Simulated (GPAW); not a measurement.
Wanted: an ASE script for a GPAW 26.7.0 run.

* Task: second-harmonic response
* Functional: PBEsol
* Potentials or basis: PAW data sets generated in the run's folder for this functional
* Cutoff: 550 eV
* Basis: pw
* k mesh: 3 × 3 × 3
* Occupations: fermi-dirac, width 0.001 eV
* Spin: no spin polarisation
* Elements: 2
* Eta: 0.05 eV
* Maxiter: 150
* Response k mesh: 4 × 4 × 4
* Gauge: lg
* Response bands: 108
* Tensor elements: ["xxx", "xxy"]

The structure of TiO2 lies in TiO2.xyz:

```xyz
9
Lattice="5.2909998200 0.0000000000 0.0000000000 -2.6454999100 4.5821402600 0.0000000000 0.0000000000 0.0000000000 6.1330000000" Properties=species:S:1:pos:R:3 pbc="T T T"
Ti    -0.2381020818      4.5698342808      2.0481427645
Ti    -1.1878365495      2.0634035586      4.0924761387
Ti     1.4576633605      2.4941247431      0.0038094516
O      1.2725421498      1.4868362863      1.2881193870
O      3.4206242937      0.4688187481      3.3667377645
O      3.1798838019      2.7003210548      5.4110711387
O      0.5343838919      1.8572072469      4.8182144516
O     -1.2777835465      3.1814457821      2.7738811387
O      0.7751243837      4.0887095535      0.7295477645
```

The cell comes from a database or a generator and needn't be the stable form of this composition.

The cell isn't the ideal one: atom 4 moved 0.15 Å.

These files were run (other wordings do the same):

run.py

```python
import numpy as np
from ase.dft.bandgap import bandgap
from ase.io import read, write
from gpaw import GPAW, PW, setup_paths
from gpaw.nlopt.matrixel import make_nlodata
from gpaw.nlopt.shg import get_shg
from gpaw.nlopt.shift import get_shift

setup_paths.insert(0, '.')

atoms = read('TiO2.xyz')

calc = GPAW(mode=PW(550),
            xc='PBEsol',
            kpts={'size': (3, 3, 3), 'gamma': True},
            occupations={'name': 'fermi-dirac', 'width': 0.001},
            nbands=63,
            convergence={'density': 1e-06},
            maxiter=150,
            txt='gpaw.txt')
atoms.calc = calc
energy = atoms.get_potential_energy()
calc.write('gs.gpw')
write('result.traj', atoms)
print(f'Energy: {energy:.6f} eV')
print('Fermi level:', round(calc.get_fermi_level(), 4), 'eV')
print(f'Gap: {bandgap(calc)[0]:.4f} eV, direct: {bandgap(calc, direct=True)[0]:.4f} eV')

dense = calc.fixed_density(kpts={'size': (4, 4, 4), 'gamma': True},
                           nbands=114, convergence={'bands': 108, 'eigenstates': 1e-7},
                           symmetry={'point_group': False}, txt='dense.txt')
dense.write('dense.gpw', mode='all')

nlodata = make_nlodata('dense.gpw', nf=108)
freqs = np.linspace(0, 8, 161)
shg, shift = [freqs], [freqs]
for pol in ['xxx', 'xxy']:
    chi = get_shg(nlodata, freqs=freqs, eta=0.05, pol=pol, gauge='lg', out_name=f'shg_{pol}.npy')[1] * 1e12  # pm/V
    sigma = get_shift(nlodata, freqs=freqs, eta=0.05, pol=pol, out_name=f'shift_{pol}.npy')[1] * 1e6  # uA/V^2
    shg += [chi.real, chi.imag]
    shift += [sigma.real]
    print(f'chi(2) {pol} at zero frequency: {chi[0].real:.3f} pm/V')
np.savetxt('shg.dat', np.array(shg).T, fmt='%.3f')
np.savetxt('shift.dat', np.array(shift).T, fmt='%.3f')
```

Potentials or basis: PAW data sets generated in the run's folder for this functional, pw.

Launch:

```bash
$ gpaw-setup -f PBEsol O Ti
$ OMP_NUM_THREADS=1 python run.py
```

Results of the run:

* Band gap on the k mesh: 3.75 eV, indirect (least direct gap 3.90 eV)

Caveat: independent particles: no local fields, no excitons, no shift of the gap; the long-wavelength limit can be off by several per cent where d states take part.

It took 26 min on 1 thread of Arm Neoverse V1 (shared host), peak memory 0.71 GiB.
